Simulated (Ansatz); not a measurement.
One crystal and one scan (energy over volume and axial ratio) at two levels, PBEsol (plane waves to 420 eV, PAW, scalar-relativistic; Ansatz, an electronic-structure program) and PBE (plane waves to 420 eV, PAW, scalar-relativistic; Ansatz), each from its own relaxed cell and on its own mesh. The cell shown is that of PBEsol.

LaAlO₃ (cubic perovskite)

```yaml
crystal:
  lattice:
    - [3.77165, 0.00000, 0.00000]
    - [0.00000, 3.77165, 0.00000]
    - [0.00000, 0.00000, 3.77165]
  atoms:
    - { symbol: La, position: [0.50000, 0.50000, 0.50000] }
    - { symbol: Al, position: [0.00000, 0.00000, 0.00000] }
    - { symbol: O, position: [0.00000, 0.50000, 0.00000] }
    - { symbol: O, position: [0.50000, 0.00000, 0.00000] }
    - { symbol: O, position: [0.00000, 0.00000, 0.50000] }
```

Two coordinates are scanned: the volume, and the ratio of the stretch along z (the conventional c axis) to the stretch across it. Atoms keep their fractional coordinates.

The energy includes the smearing's −TS. LaAlO3 is run without spin polarisation. LaAlO3 was relaxed with its symmetry unable to fall. This is a high-temperature form of LaAlO3. Percentages come from the unrounded values.

Results of PBEsol:

* **Lattice constant a (Å)**: 3.772
* **Band gap of the relaxed cell, no spin-orbit coupling (eV)**: 3.45
* **Shear modulus C′ = (C11 − C12)/2 (fit, atoms clamped) (GPa)**: 114

Problem. Estimate the PBE values.

Solution. 
```csv
quantity,PBE,PBEsol − PBE
Lattice constant a (Å),3.812,-0.040 (-1.1 %)
"Band gap of the relaxed cell, no spin-orbit coupling (eV)",3.50,-0.05 (-1.5 %)
"Shear modulus C′ = (C11 − C12)/2 (fit, atoms clamped) (GPa)",101,+13 (+13 %)
```

PBEsol gives the higher value for: shear modulus C′. PBEsol gives the lower value for: lattice constant a. They agree on: band gap of the relaxed cell, no spin-orbit coupling (within 1.5 %).

(Under strain, the slope of the energy per volume gives the stress and its curvature an elastic modulus.)
